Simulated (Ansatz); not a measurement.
# Ag: the cost of one run

Program: Ansatz 0.2.0. Level of theory: DFT PBE, scalar-relativistic, plane waves, PAW. These are calculated values, not measurements.

**1. The system as given**

The structure is cubic, space group Fm-3m (No. 225). The conventional cell has a = 4.086 Å, b = 4.086 Å, c = 4.086 Å, α = 90.00°, β = 90.00°, γ = 90.00°. Around Ag (site symmetry m-3m) lie 12 Ag at 2.89 Å.

As a file:

```
Ag
1.0
     0.00000    2.04310    2.04310
     2.04310    0.00000    2.04310
     2.04310    2.04310    0.00000
Ag
1
Direct
  0.00000 0.00000 0.00000
```

The cell is taken as given, not relaxed at this level.

**2. Zero of energy**

Reference values: F = -7590.5463 eV; pressure 4.68 GPa; largest force 0.000 eV/Å; gap on the mesh none (metal). It was computed beforehand with the settings of the runs below.

**3. The scan: a strain scan**

The cell is strained by ε times the Voigt pattern (1, 1, 0, 0, 0, 0) (xx, yy, zz, yz, xz, xy; engineering shear), with fractional coordinates fixed (clamped ions). The stress on the pattern is the sum of the stress components weighted by it, tension positive.

**4. Point ε = -0.1500**

Input file input.yaml:

```yaml
crystal:
  lattice:
    - [0.0, 1.736635, 2.0431]
    - [1.736635, 0.0, 2.0431]
    - [1.736635, 1.736635, 0.0]
  atoms:
    - { symbol: Ag, position: [0.0, 0.0, 0.0] }
basis:
  ecutwfc: 420
kpoints:
  mp_grid: { grid: [20, 20, 20] }
hamiltonian:
  xc: pbe
scf:
  occupations: { method: gaussian, width: 0.15 }
output:
  forces: true
  stress: true
  eigenvalues: true
```

Run with:

```console
$ ansatz run input.yaml --threads 1 --pin off --max-ram 2560MiB --backend cpu --events-out ev --progress --plain --runs-dir out
```

What time and memory should one allow on 1 thread of Intel Xeon Platinum 8259CL at 2.50GHz (Skylake/Cascade Lake), shared host?

About 5.9 s, with a peak of 0.44 GiB.
